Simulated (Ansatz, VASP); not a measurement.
## Two plane-wave programs on InSb

INCAR

```
SYSTEM = InSb
PREC = Accurate
ENCUT = 520
EDIFF = 1E-8
ISMEAR = -1
SIGMA = 0.08
LREAL = .FALSE.
LASPH = .TRUE.
NELM = 100
ALGO = Normal
ISIF = 2
LWAVE = .FALSE.
LCHARG = .FALSE.
LEFG = .TRUE.
NBANDS = 26
```

Contents of KPOINTS:

```
regular mesh
0
G
  6 6 11
  0 0 0
```

The input POSCAR:

```
InSb
1.0
    5.3570000000      0.0000000000      0.0000000000
    0.0000000000      5.7120000000      0.0000000000
    0.0000000000      0.0000000000      3.0936300000
In Sb
2 2
Direct
    0.0000000000      0.0000000000      0.0000000000
    0.5000000000      0.5000000000      0.0000000000
    0.5000000000      0.0000000000      0.8350000000
    0.0000000000      0.5000000000      0.1650000000
```

Input for Ansatz:

```yaml
crystal:
  lattice:
    - [5.357, 0.0, 0.0]
    - [0.0, 5.712, 0.0]
    - [0.0, 0.0, 3.09363]
  atoms:
    - { symbol: In, position: [0.0, 0.0, 0.0] }
    - { symbol: In, position: [0.5, 0.5, 0.0] }
    - { symbol: Sb, position: [0.5, 0.0, 0.835] }
    - { symbol: Sb, position: [0.0, 0.5, 0.165] }
kpoints:
  mp_grid: { grid: [6, 6, 11] }
scf:
  occupations: { method: fermi_dirac, width: 0.08 }
hamiltonian:
  xc: lda
  pseudopotentials: { kind: paw }
output:
  forces: true
  stress: true
  eigenvalues: true
  efg: { contact_densities: true }
```

Change from the starting cell: zz strain of +1 %, PAW files.

Alike in both runs: task electric field gradients; functional LDA; k mesh 6 × 6 × 11; occupations fermi-dirac, width 0.08 eV; no spin polarisation.

|  | VASP | Ansatz |
| --- | --- | --- |
| version | VASP 6.6.1 | Ansatz 0.2.0 |
| potentials or method | VASP PAW LDA potentials, release 64 (In_d, Sb) | PAW with Ansatz's default frozen-core files, scalar-relativistic |
| plane-wave cutoff (eV) | 520 | 420 |
| valence electrons in the cell | 36 | 56 |

|  | VASP | Ansatz | Ansatz less VASP |
| --- | --- | --- | --- |
| pressure (GPa) | 11.0 | 10.7 | -0.27 |
| largest component of the traceless stress (GPa) | 11.35 | 11.30 | -0.047 |
| rms of the force components (eV/Å) | 0.279 | 0.276 | -0.0025 |
| Vzz of the field gradient on the site that differs most (V/Å²) | -88.6 | -78.6 | +10.09 |

Atom by atom the forces differ by 0.003 eV/Å (rms over components). The two sets of potentials don't hold the same shells in valence. Ansatz warned: «gradients_without_spin_orbit».

The runs have no spin-orbit coupling, so splittings on Sb are missing.
